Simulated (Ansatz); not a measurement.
Runs of Ansatz 0.2.0 on GaP. Symmetry: F-43m, No. 216, cubic system. Conventional cell: a = 5.451 Å, b = 5.451 Å, c = 5.451 Å, α = 90.00°, β = 90.00°, γ = 90.00°. Around Ga (site symmetry -43m) lie 4 P at 2.36 Å. P (site symmetry -43m) has 4 Ga at 2.36 Å as nearest neighbours. 

```csv
task,level,spin,cell,k mesh,smearing,points for each segment of the path,atoms under strain,gap on the mesh (eV),pressure (GPa),relaxed volume (Å³/atom)
Born charges and dielectric tensor,PBE,off,as given,8 × 8 × 8,fixed,-,-,(a),-,-
relaxation of cell and atoms,PBEsol,off,relaxed,8 × 8 × 8,fermi-dirac 0.05 eV,-,-,1.50,0.0,20.11
band structure,LDA,"SOC, no magnetisation",as given,6 × 6 × 6,fermi-dirac 0.05 eV,14,-,(b),-2.7,-
relaxation of cell and atoms,LDA,off,relaxed,8 × 8 × 8,fermi-dirac 0.05 eV,-,-,1.43,0.0,19.59
elastic constants,PBE,off,as given,6 × 6 × 6,fixed,-,relaxed,1.65,2.5,-
```

Alike in all rows: potentials or basis Ansatz PAW; cutoff (eV) 420.

Question: Estimate the missing entries.

Answer: (a) 1.64; (b) 1.46.

Caveats: the PAW data sets come from PBE, with cores solved anew for the run's functional, which leaves a small shift of forces and pressure (some runs); the plane-wave basis is chosen anew once the cell has moved, so the energies of steps on either side of that aren't comparable (some runs); the k mesh misses the band edges, so the gap on the mesh is wider than the one along the path (some runs).

A k mesh can miss the band edges, and rows without SOC leave out spin-orbit coupling on Ga.
